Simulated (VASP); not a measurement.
# Co (P-3m1) in VASP: further runs, part 2 of 2

VASP 6.6.1. Earlier steps stand in the parts before.

**5. Single point, LDA, collinear spin, ferromagnetic start**

The input, INCAR:

```
SYSTEM = Co
ADDGRID = .FALSE.
ALGO = Normal
EDIFF = 1E-5
ENCUT = 460
GGA = CA
ISIF = 2
ISMEAR = -1
ISPIN = 2
LASPH = .TRUE.
LCHARG = .FALSE.
LMAXMIX = 4
LORBIT = 11
LREAL = .FALSE.
LWAVE = .FALSE.
MAGMOM = 2 2
NBANDS = 20
NELM = 100
PREC = Accurate
SIGMA = 0.1
```

The input, KPOINTS:

```
k-points
0
G
  7 7 4
  0 0 0
```

The input, POSCAR:

```
Co
1.0
    2.4873648738      0.0000000000      0.0000000000
   -1.2436824369      2.1541211692      0.0000000000
    0.0000000000      0.0000000000      4.0632895034
Co
2
Direct
    0.3275520000      0.6759820000      0.7288160000
    0.6891290000      0.3188900000      0.2643300000
```

Potentials or basis: VASP PAW LDA potentials, release 64 (Co).

Launch:

```bash
cat potpaw_LDA.64/Co/POTCAR > POTCAR
mpirun -np 1 vasp_std > vasp.out
```

OUTCAR:

```text
SYSTEM = Co
   EDIFF = 1E-5
   ENCUT = 460
   GGA = CA
   ISIF = 2
   ISMEAR = -1
   ISPIN = 2
   LASPH = .TRUE.
   LORBIT = 11
   LREAL = .FALSE.
   NELM = 100
   PREC = Accurate

 Found     99 irreducible k-points:

 Following reciprocal coordinates:
            Coordinates               Weight
  0.000000  0.000000  0.000000      1.000000
  0.142857  0.000000  0.000000      2.000000
  0.000000  0.142857  0.000000      2.000000
 -0.142857  0.142857  0.000000      2.000000
  0.285714  0.000000  0.000000      2.000000
  0.000000  0.285714  0.000000      2.000000
   k-points           NKPTS =     99   k-points in BZ     NKDIM =     99   number of bands    NBANDS=     20
   number of dos      NEDOS =    301   number of ions     NIONS =      2
   total plane-waves  NPLWV =   9072
   dimension x,y,z NGX =    18 NGY =   18 NGZ =   28
   dimension x,y,z NGXF=    36 NGYF=   36 NGZF=   56
   ions per type =               2
   NGX,Y,Z   is equivalent  to a cutoff of  12.03, 12.03, 11.46 a.u.
   NGXF,Y,Z  is equivalent  to a cutoff of  24.06, 24.06, 22.91 a.u.
 SYSTEM =  Co
   PREC   = accura    normal or accurate (medium, high low for compatibility)
   ISTART =      0    job   : 0-new  1-cont  2-samecut
   ICHARG =      2    charge: 1-file 2-atom 10-const
   ISPIN  =      2    spin polarized calculation?
   LNONCOLLINEAR =      F non collinear calculations
   LSORBIT =      F    spin-orbit coupling
[... 344 lines left out ...]

  FORCE on cell =-STRESS in cart. coord.  units (eV):
  Direction    XX          YY          ZZ          XY          YZ          ZX
  --------------------------------------------------------------------------------------
  -------------------------------------------------------------------------------------
  Total       -2.3981193     -2.1712356     -2.2424963      0.2186113     -0.0947941      0.1918119
  in kB     -176.4793826   -159.7828427   -165.0269719     16.0877644     -6.9759680     14.1155784
  external PRESSURE =    -167.0963991 kB  Pullay stress =       0.0000000 kB

 VOLUME and BASIS-vectors are now :
 -----------------------------------------------------------------------------
  energy-cutoff  :      460.00
  volume of cell :       21.77
      direct lattice vectors                 reciprocal lattice vectors
     2.487364874  0.000000000  0.000000000     0.402031889  0.232113220  0.000000000
    -1.243682437  2.154121169  0.000000000     0.000000000  0.464226439  0.000000000
     0.000000000  0.000000000  4.063289503     0.000000000  0.000000000  0.246106018

 POSITION                                       TOTAL-FORCE (eV/Angst)
 -----------------------------------------------------------------------------------
     -0.02597      1.45615      2.96139         0.234326     -0.118044      0.898346
      1.31752      0.68693      1.07405        -0.234326      0.118044     -0.898346
 -----------------------------------------------------------------------------------
    total drift:                                0.000011      0.000009      0.000064

  FREE ENERGIE OF THE ION-ELECTRON SYSTEM (eV)
  ---------------------------------------------------
  free  energy   TOTEN  =       -16.0635090761 eV

  energy  without entropy=      -15.9904345082  energy(sigma->0) =      -16.02697179

 total charge

# of ion       s       p       d       tot
------------------------------------------
    1        0.492   0.518   7.289   8.300
    2        0.492   0.518   7.289   8.300
--------------------------------------------------
tot          0.984   1.037  14.579  16.599

 magnetization (x)

# of ion       s       p       d       tot
------------------------------------------
    1       -0.012  -0.035   1.562   1.515
    2       -0.012  -0.035   1.562   1.515
--------------------------------------------------
tot         -0.025  -0.069   3.123   3.029
```

OSZICAR:

```text
N       E                     dE             d eps       ncg     rms          rms(c)
DAV:   1     0.788270286815E+02    0.78827E+02   -0.76088E+03  8428   0.114E+03
DAV:   2    -0.140252127853E+02   -0.92852E+02   -0.83324E+02  8048   0.207E+02
DAV:   3    -0.183417241558E+02   -0.43165E+01   -0.41474E+01  8932   0.547E+01
DAV:   4    -0.184083134252E+02   -0.66589E-01   -0.66539E-01  9844   0.600E+00
DAV:   5    -0.184102094704E+02   -0.18960E-02   -0.18959E-02  9180   0.950E-01    0.154E+01
DAV:   6    -0.166160362307E+02    0.17942E+01   -0.79606E+00  8916   0.592E+01    0.768E+00
DAV:   7    -0.161076496039E+02    0.50839E+00   -0.13828E+00  9012   0.225E+01    0.376E+00
DAV:   8    -0.160793232874E+02    0.28326E-01   -0.16460E-02 11884   0.133E+00    0.165E+00
DAV:   9    -0.160651952714E+02    0.14128E-01   -0.22405E-03 13760   0.817E-01    0.456E-01
DAV:  10    -0.160635905619E+02    0.16047E-02   -0.40717E-04  9960   0.214E-01    0.992E-02
DAV:  11    -0.160635162705E+02    0.74291E-04   -0.40617E-05  9932   0.686E-02    0.347E-02
DAV:  12    -0.160635090761E+02    0.71944E-05   -0.32789E-06  4640   0.172E-02
   1 F= -.16063509E+02 E0= -.16026972E+02  d E =-.730746E-01  mag=     3.0278
```

It took 34 s on 1 thread of Intel Xeon Platinum 8488C (Sapphire Rapids), shared host; peak memory 0.16 GiB.

The run converged, but some of its settings lie outside the range that counts as converged, so its numbers aren't taken as properties of the crystal.

What came out:

```yaml
Free_energy: -16.0635 eV
Pressure: -16.7 GPa
Largest_force: 0.936 eV/Å
Band_gap_on_the_k_mesh: none (metal or under the smearing width)
Net_moment: 3.03 μB per cell
Site_moments: Co +1.51 μB
Valence_electrons_inside_the_program's_atomic_spheres: Co 8.30
```

Caveat: the k mesh is coarse (spacing up to 0.42 Å⁻¹), so the values aren't converged.

**6. Single point, LDA, collinear spin, ferromagnetic start**

INCAR: that of step 5 with these lines changed.

```diff
@@ -1,5 +1,5 @@
 SYSTEM = Co
-ADDGRID = .FALSE.
+ADDGRID = .TRUE.
 ALGO = Normal
-EDIFF = 1E-5
+EDIFF = 1E-6
 ENCUT = 460
```

KPOINTS is that of step 5.

The input, POSCAR:

```
Co
1.0
    2.4873648738      0.0000000000      0.0000000000
   -1.2436824369      2.1541211692      0.0000000000
    0.0000000000      0.0000000000      4.0632895034
Co
2
Direct
    0.3333333333      0.6666666667      0.7401390000
    0.6666666667      0.3333333333      0.2598610000
```

Potentials or basis: VASP PAW LDA potentials, release 64 (Co).

Launch:

```bash
cat potpaw_LDA.64/Co/POTCAR > POTCAR
mpirun -np 1 vasp_std > vasp.out
```

OUTCAR:

```text
SYSTEM = Co
   EDIFF = 1E-6
   ENCUT = 460
   GGA = CA
   ISIF = 2
   ISMEAR = -1
   ISPIN = 2
   LASPH = .TRUE.
   LORBIT = 11
   LREAL = .FALSE.
   NELM = 100
   PREC = Accurate

 Found     28 irreducible k-points:

 Following reciprocal coordinates:
            Coordinates               Weight
  0.000000  0.000000  0.000000      1.000000
  0.142857  0.000000  0.000000      6.000000
  0.285714  0.000000  0.000000      6.000000
  0.428571  0.000000  0.000000      6.000000
  0.142857  0.142857  0.000000      6.000000
  0.285714  0.142857  0.000000     12.000000
   k-points           NKPTS =     28   k-points in BZ     NKDIM =     28   number of bands    NBANDS=     20
   number of dos      NEDOS =    301   number of ions     NIONS =      2
   total plane-waves  NPLWV =   9072
   dimension x,y,z NGX =    18 NGY =   18 NGZ =   28
   dimension x,y,z NGXF=    36 NGYF=   36 NGZF=   56
   ions per type =               2
   NGX,Y,Z   is equivalent  to a cutoff of  12.03, 12.03, 11.46 a.u.
   NGXF,Y,Z  is equivalent  to a cutoff of  24.06, 24.06, 22.91 a.u.
 SYSTEM =  Co
   PREC   = accura    normal or accurate (medium, high low for compatibility)
   ISTART =      0    job   : 0-new  1-cont  2-samecut
   ICHARG =      2    charge: 1-file 2-atom 10-const
   ISPIN  =      2    spin polarized calculation?
   LNONCOLLINEAR =      F non collinear calculations
   LSORBIT =      F    spin-orbit coupling
   LASPH  =      T    aspherical Exc in radial PAW
   ENCUT  =  460.0 eV  33.81 Ry    5.81 a.u.   4.35  4.35  7.11*2*pi/ulx,y,z
   NELM   =    100;   NELMIN=  2; NELMDL= -5     # of ELM steps
   EDIFF  = 0.1E-05   stopping-criterion for ELM
   LREAL  =      F    real-space projection
   EDIFFG = 0.1E-04   stopping-criterion for IOM
   NSW    =      0    number of steps for IOM
   IBRION =     -1    ionic relax: 0-MD 1-quasi-New 2-CG
   NFREE  =      0    steps in history (QN), initial steepest desc. (CG)
   ISIF   =      2    stress and relaxation
   ISYM   =      2    0-nonsym 1-usesym 2-fastsym
   POTIM  = 0.5000    time-step for ionic-motion
   TEBEG  =    0.0;   TEEND  =   0.0 temperature during run
   PSTRESS=    0.0 pullay stress
   NELECT =      18.0000    total number of electrons
   NUPDOWN=      -1.0000    fix difference up-down
   EMIN   =  10.00;   EMAX   =-10.00  energy-range for DOS
   EFERMI =   0.00;   METHOD = LEGACY
   ISMEAR =    -1;   SIGMA  =   0.10  broadening in eV -4-tet -1-fermi 0-gaus
   EFERMI_NEDOS =   21; number of points for ismear=-14 and -15
   IALGO  =     38    algorithm
   IMIX   =      4    mixing-type and parameters
     AMIX     =   0.40;   BMIX     =  1.00
     AMIX_MAG =   1.60;   BMIX_MAG =  1.00
  volume/ion in A,a.u.               =      10.89        73.46
  Fermi-wavevector in a.u.,A,eV,Ry     =   1.536514  2.903591 32.121660  2.360875
  Thomas-Fermi vector in A             =   2.643152
   LORBIT       =     11    0 simple, 1 ext, 2 COOP (PROOUT), +10 PAW based schemes
   GGA     = CA    functional components
   LHFCALC =     F    Hartree Fock is set to
   AEXX    =    0.0000 exact exchange contribution
   IVDW    =     0    specifies the selected vdW correction
   LEPSILON=     F    determine dielectric tensor
   LRPA    =     F    only Hartree local field effects (RPA)
 spin polarized calculation
  energy-cutoff  :      460.00
  volume of cell :       21.77
 maximum number of plane-waves:       525
 NGX is ok and might be reduce to    18
   NGX =  9   NGY =  9   NGZ = 15

 number of electron      18.0000000 magnetization       3.0295239

 Free energy of the ion-electron system (eV)
  ---------------------------------------------------
  ext. energy  EPLUGINS =         0.00000000
  ---------------------------------------------------
  free energy    TOTEN  =       -16.11987642 eV

  energy without entropy =      -16.04550057  energy(sigma->0) =      -16.08268850

 E-fermi :   9.8973     XC(G=0): -13.7143

 val. band max:        9.8941546278   @ k =   0.0000   0.0000   0.0000
 cond. band min:       9.9070383874   @ k =   0.4286   0.0000   0.2500
 fundamental gap:      0.0128837597
 Fermi energy:         9.8973191959

 spin component 1

 k-point     1 :       0.0000    0.0000    0.0000
  band No.  band energies     occupation
      1       0.9711      1.00000
      2       4.8061      1.00000
      3       7.3721      1.00000
      4       7.4339      1.00000
      5       7.4339      1.00000
      6       7.7234      1.00000
[... 12 lines left out ...]
     19      35.8812      0.00000
     20      35.8812      0.00000

 k-point     2 :       0.1429    0.0000    0.0000
  band No.  band energies     occupation
      1       1.6770      1.00000
      2       5.2139      1.00000
      3       6.9747      1.00000
      4       7.4437      1.00000
      5       7.5697      1.00000
      6       7.7568      1.00000
[... 12 lines left out ...]
     19      36.4090      0.00000
     20      38.5381      0.00000

 k-point     3 :       0.2857    0.0000    0.0000
  band No.  band energies     occupation
      1       3.5072      1.00000
      2       5.6469      1.00000
      3       6.2131      1.00000
      4       6.7909      1.00000
      5       7.4210      1.00000
      6       7.5912      1.00000
[... 12 lines left out ...]
     19      33.9465      0.00000
     20      37.2488      0.00000

 k-point     4 :       0.4286    0.0000    0.0000
  band No.  band energies     occupation
      1       5.0068      1.00000
      2       5.3491      1.00000
      3       5.6192      1.00000
      4       7.2860      1.00000
      5       7.3487      1.00000
      6       7.5346      1.00000
[... 12 lines left out ...]
     19      32.5463      0.00000
     20      35.0039      0.00000

 k-point     5 :       0.1429    0.1429    0.0000
  band No.  band energies     occupation
      1       2.9738      1.00000
      2       5.7642      1.00000
      3       6.4642      1.00000
      4       6.6557      1.00000
      5       7.3726      1.00000
      6       7.5762      1.00000
[... 12 lines left out ...]
     19      33.7122      0.00000
     20      36.9495      0.00000

 k-point     6 :       0.2857    0.1429    0.0000
  band No.  band energies     occupation
      1       4.8520      1.00000
      2       5.7508      1.00000
      3       5.8691      1.00000
      4       6.5669      1.00000
      5       7.2180      1.00000
      6       7.6489      1.00000
[... 12 lines left out ...]
     19      31.8444      0.00000
     20      36.4849      0.00000

 [... further k-points ...]

 spin component 2

 k-point     1 :       0.0000    0.0000    0.0000
  band No.  band energies     occupation
      1       1.1481      1.00000
      2       5.6716      1.00000
      3       8.7400      0.99999
      4       8.8139      0.99998
      5       8.8139      0.99998
      6       9.1349      0.99951
[... 12 lines left out ...]
     19      36.2938      0.00000
     20      36.2938      0.00000

 k-point     2 :       0.1429    0.0000    0.0000
  band No.  band energies     occupation
      1       1.8584      1.00000
      2       6.1291      1.00000
      3       8.2441      1.00000
      4       8.5002      1.00000
      5       8.9114      0.99995
      6       9.1652      0.99934
[... 12 lines left out ...]
     19      36.6202      0.00000
     20      38.9580      0.00000

 k-point     3 :       0.2857    0.0000    0.0000
  band No.  band energies     occupation
      1       3.7538      1.00000
      2       6.7225      1.00000
      3       7.2515      1.00000
      4       7.9106      1.00000
      5       8.7188      0.99999
      6       9.0134      0.99986
[... 12 lines left out ...]
     19      34.0795      0.00000
     20      37.6630      0.00000

 k-point     4 :       0.4286    0.0000    0.0000
  band No.  band energies     occupation
      1       5.6914      1.00000
      2       6.4189      1.00000
      3       6.6924      1.00000
      4       8.0595      1.00000
      5       8.7448      0.99999
      6       8.8233      0.99998
[... 12 lines left out ...]
     19      32.7725      0.00000
     20      35.3605      0.00000

 k-point     5 :       0.1429    0.1429    0.0000
  band No.  band energies     occupation
      1       3.1796      1.00000
      2       6.7737      1.00000
      3       7.5351      1.00000
      4       7.8234      1.00000
      5       8.6985      0.99999
      6       8.9737      0.99990
[... 12 lines left out ...]
     19      34.0496      0.00000
     20      37.3422      0.00000

 k-point     6 :       0.2857    0.1429    0.0000
  band No.  band energies     occupation
      1       5.2656      1.00000
      2       6.8532      1.00000
      3       6.9467      1.00000
      4       7.5913      1.00000
      5       8.5577      1.00000
      6       8.9636      0.99991
[... 12 lines left out ...]
     19      32.2456      0.00000
     20      36.8970      0.00000

 [... further k-points ...]

------------------------ aborting loop because EDIFF is reached ----------------------------------------

  FORCE on cell =-STRESS in cart. coord.  units (eV):
  Direction    XX          YY          ZZ          XY          YZ          ZX
  --------------------------------------------------------------------------------------
  -------------------------------------------------------------------------------------
  Total       -2.4537406     -2.4537406     -2.7729439      0.0000000      0.0000000      0.0000000
  in kB     -180.5725929   -180.5725929   -204.0630067      0.0000000      0.0000000      0.0000000
  external PRESSURE =    -188.4027308 kB  Pullay stress =       0.0000000 kB

 VOLUME and BASIS-vectors are now :
 -----------------------------------------------------------------------------
  energy-cutoff  :      460.00
  volume of cell :       21.77
      direct lattice vectors                 reciprocal lattice vectors
     2.487364874  0.000000000  0.000000000     0.402031889  0.232113220  0.000000000
    -1.243682437  2.154121169  0.000000000     0.000000000  0.464226439  0.000000000
     0.000000000  0.000000000  4.063289503     0.000000000  0.000000000  0.246106018

 POSITION                                       TOTAL-FORCE (eV/Angst)
 -----------------------------------------------------------------------------------
     -0.00000      1.43608      3.00740        -0.000000      0.000000      0.442213
      1.24368      0.71804      1.05589         0.000000     -0.000000     -0.442213
 -----------------------------------------------------------------------------------
    total drift:                                0.000000     -0.000000     -0.000000

  FREE ENERGIE OF THE ION-ELECTRON SYSTEM (eV)
  ---------------------------------------------------
  free  energy   TOTEN  =       -16.1198764243 eV

  energy  without entropy=      -16.0455005730  energy(sigma->0) =      -16.08268850

 total charge

# of ion       s       p       d       tot
------------------------------------------
    1        0.488   0.513   7.282   8.283
    2        0.488   0.513   7.282   8.283
--------------------------------------------------
tot          0.976   1.026  14.565  16.566

 magnetization (x)

# of ion       s       p       d       tot
------------------------------------------
    1       -0.012  -0.034   1.564   1.517
    2       -0.012  -0.034   1.564   1.517
--------------------------------------------------
tot         -0.025  -0.069   3.127   3.034
```

It took 17 s on 1 thread of Intel Xeon Platinum 8488C (Sapphire Rapids), shared host; peak memory 0.17 GiB.

The run converged, but some of its settings lie outside the range that counts as converged, so its numbers aren't taken as properties of the crystal.

Results:

- Free energy: -16.1199 eV
- Pressure: -18.8 GPa
- Largest force: 0.442 eV/Å
- Band gap on the k mesh: none (metal or under the smearing width)
- Net moment: 3.03 μB per cell
- Site moments: Co +1.52 μB
- Valence electrons inside the program's atomic spheres: Co 8.28

Caveat: the k mesh is coarse (spacing up to 0.42 Å⁻¹), so the values aren't converged.
